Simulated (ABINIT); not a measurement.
WS2 (Tungstenite):

```xyz
6
Lattice="3.1800 0.0000 0.0000 -1.5900 2.7540 0.0000 0.0000 0.0000 12.5000" Properties=species:S:1:pos:R:3 pbc="T T T"
W     1.5900    0.9180    9.3750
W     0.0000    1.8360    3.1250
S     1.5900    0.9180    4.6875
S     0.0000    1.8360   10.9375
S     1.5900    0.9180    1.5625
S     0.0000    1.8360    7.8125
```

- Program: ABINIT 10.8.3 (patched build)
- Task: relaxation of cell and atoms
- Functional: PBEsol
- Potentials or basis: JTH PAW PBE v2.0
- Cutoff: 544 eV
- k mesh: 5 × 5 × 2
- Occupations: fermi-dirac, width 0.05 eV
- Spin: no spin polarisation

At the start: pressure -2.3 GPa; volume 18.24 Å³/atom.

Problem. Where does the relaxation end?

Solution. Over 6 steps the energy falls by 3.3 meV/atom and the volume is 17.95 Å³/atom (-1.6 %); space group P6_3/mmc (No. 194, to 0.05 Å).

Step by step:
```tsv
step	energy change (eV)	largest force (eV/Å)	pressure (GPa)	volume (Å³)
1	0.0000	0.1145	-2.31	109.47
2	-0.0110	0.0043	-1.09	108.70
3	-0.0175	0.0939	0.25	107.79
4	-0.0188	0.0632	0.33	107.65
5	-0.0196	0.0063	0.13	107.67
6	-0.0197	0.0179	0.05	107.73
```

Final structure:
```
W S
1.0
     3.14903    0.00000    0.00000
    -1.57452    2.72714    0.00000
     0.00000    0.00000   12.54415
W S
2 4
Cartesian
  1.5745 0.9090 9.4081
  0.0000 1.8181 3.1360
  1.5745 0.9090 4.7050
  0.0000 1.8181 10.9771
  1.5745 0.9090 1.5670
  0.0000 1.8181 7.8391
```

Caveat: the k mesh is coarse (spacing up to 0.46 Å⁻¹), so the values aren't converged; the PAW data sets were made with another functional, which shifts forces and pressure a little; this functional lacks dispersion, which binds the layers, so the pressure and a relaxed spacing across them are unreliable.
